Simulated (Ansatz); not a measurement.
A run of Ansatz 0.2.0:

The input input.yaml:

```yaml
crystal:
  lattice:
    - [0.0, 2.5575, 2.5575]
    - [2.5575, 0.0, 2.5575]
    - [2.5575, 2.5575, 0.0]
  atoms:
    - { symbol: Hf, position: [0.0, 0.0, 0.0] }
    - { symbol: O, position: [0.75, 0.75, 0.75] }
    - { symbol: O, position: [0.25, 0.25, 0.25] }
hamiltonian:
  xc: { exchange: pbe, correlation: pbe, exx: { coeff: 0.25, omega: 0.1 } }
  pseudopotentials: { kind: paw }
kpoints:
  mp_grid: { grid: [5, 5, 5] }
scf:
  occupations: { method: fermi_dirac, width: 0.05 }
output:
  forces: true
  stress: true
  eigenvalues: true
```

Potentials or basis: Ansatz PAW.

Launch:

```sh
$ ansatz run input.yaml --threads 2 --pin off --max-ram 5632MiB --backend cpu --events-out ev --progress --plain --runs-dir out
```

Hardware: 2 threads of Intel(R) Xeon(R) 6975P-C (Granite Rapids) (shared host).

Problem. How long does it take, and how much memory?

Solution. It took 12 s on 2 threads of Intel(R) Xeon(R) 6975P-C (Granite Rapids) (shared host), peak memory 0.85 GiB. Counts: scf iterations 17, plane waves 645, k points 10, bands 23.
